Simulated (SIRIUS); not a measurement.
Write the native input for SIRIUS 7.10.0 that does the following.

| Quantity | Value |
| --- | --- |
| Task | single point |
| Functional | PBE |
| Potentials or basis | PseudoDojo 0.4.1 PBE standard (scalar relativistic) |
| Cutoff | 1127 eV |
| Density cutoff | 4507 eV |
| k mesh | 6 × 6 × 20 |
| Occupations | fermi-dirac, width 0.05 eV |
| Spin | no spin polarisation |
| Libxc names | ["XC_GGA_X_PBE", "XC_GGA_C_PBE"] |
| Energy tol | 1e-08 Ha |
| Density tol | 1e-06 |
| Mixer | anderson |
| Mixing beta | 0.7 |
| Max scf | 100 |
| Radial cutoff for the potentials' integrals | 6.5 bohr |

The system is C.

```
CELL_PARAMETERS angstrom
4.25517 0.00000 0.00000
0.00000 4.25517 0.00000
0.00000 0.00000 1.28229
ATOMIC_POSITIONS crystal
C 0.50000 0.50000 0.50000
```

The cell was built by a generator and needn't be a form met in nature.

The input as run:

sirius.json

```json
{
  "control": {
    "processing_unit": "cpu",
    "verbosity": 2,
    "num_bands_to_print": 8,
    "print_forces": true,
    "print_stress": true
  },
  "parameters": {
    "electronic_structure_method": "pseudopotential",
    "xc_functionals": ["XC_GGA_X_PBE", "XC_GGA_C_PBE"],
    "gk_cutoff": 9.1,
    "pw_cutoff": 18.2,
    "ngridk": [6, 6, 20],
    "shiftk": [0, 0, 0],
    "smearing": "fermi_dirac",
    "smearing_width": 0.0018374661,
    "num_bands": 8,
    "num_mag_dims": 0,
    "num_dft_iter": 100,
    "energy_tol": 1e-08,
    "density_tol": 1e-06
  },
  "iterative_solver": {
    "type": "davidson",
    "min_tolerance": 1e-09,
    "tolerance_scale": [0.1, 0.25]
  },
  "mixer": {
    "type": "anderson",
    "beta": 0.7,
    "max_history": 8
  },
  "settings": {
    "tol_ne": 1e-10,
    "pseudo_grid_cutoff": 6.5
  },
  "unit_cell": {
    "lattice_vectors": [
      [1.0, 0.0, 0.0],
      [0.0, 1.0, 0.0],
      [0.0, 0.0, 0.301348712272]
    ],
    "lattice_vectors_scale": 8.0411059137,
    "atom_coordinate_units": "lattice",
    "atom_types": ["C"],
    "atom_files": {
      "C": "C.json"
    },
    "atoms": {
      "C": [
        [0.5, 0.5, 0.5]
      ]
    }
  }
}
```

Potentials or basis: PseudoDojo 0.4.1 PBE standard (scalar relativistic).

Command:

```sh
$ upf_to_json C.upf
$ OMP_NUM_THREADS=1 sirius.scf --input=sirius.json --output=out.json --task=0
```

It gave:

The pressure is 0.0 GPa. The band gap on the k mesh is none (metal or under the smearing width).

It took 23 s on 1 thread of Arm Neoverse V2, with other jobs on the host, peak memory 0.29 GiB.
